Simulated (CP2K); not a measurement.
Runs of CP2K 2026.2 on FeSi2 (Linzhiite). Symmetry: P4/mmm, No. 123, tetragonal system. Conventional cell: a = 2.684 Å, b = 2.684 Å, c = 5.128 Å, α = 90.00°, β = 90.00°, γ = 90.00°. Around Fe (site symmetry 4/mmm) lie 8 Si at 2.35 Å and 4 Fe at 2.68 Å. Around Si (site symmetry 4mm) lie 4 Fe at 2.35 Å and 5 Si at 2.36 to 2.68 Å. 

| level | smearing | EPS_DEFAULT | NGRIDS | points a segment of the path (NPOINTS) | bands added on the path | gap on the mesh (eV) | pressure (GPa) | moment (μB) | largest force (eV/Å) |
| --- | --- | --- | --- | --- | --- | --- | --- | --- | --- |
| r2SCAN | fermi-dirac 0.0259 eV | 1.0E-10 | 5 | 8 | 2 | none | -0.3 | 0.16 | 0.30 |
| SCAN | fermi-dirac 0.1 eV | 1.0E-10 | 5 | 10 | 6 | none | -1.6 | 0.16 | 0.30 |
| r2SCAN | fermi-dirac 0.1 eV | 1.0E-9 | 4 | 8 | 2 | none | -0.3 | 0.17 | 0.29 |
| TASK | fermi-dirac 0.05 eV | 1.0E-9 | 5 | 8 | 6 | none | 6.8 | (b) | (a) |

Alike in all rows: task band structure; potentials or basis POTENTIAL_UZH Fe GTH-SCAN-q16, Si GTH-SCAN-q4; TZVP-MOLOPT-SCAN-GTH basis; spin collinear, ferromagnetic start; cell as given; k mesh 10 × 10 × 5.

Fill in the values left out.

(a) 0.40; (b) 1.14.

Caveats: the basis of atomic orbitals isn't converged, which shifts pressures, moduli and gaps; the potentials were made for another functional, which shifts forces and pressure (some runs).

A k mesh can miss the band edges.

A gap of «none» marks a metal or a gap under the smearing width.

Not every run made on this cell is shown here.
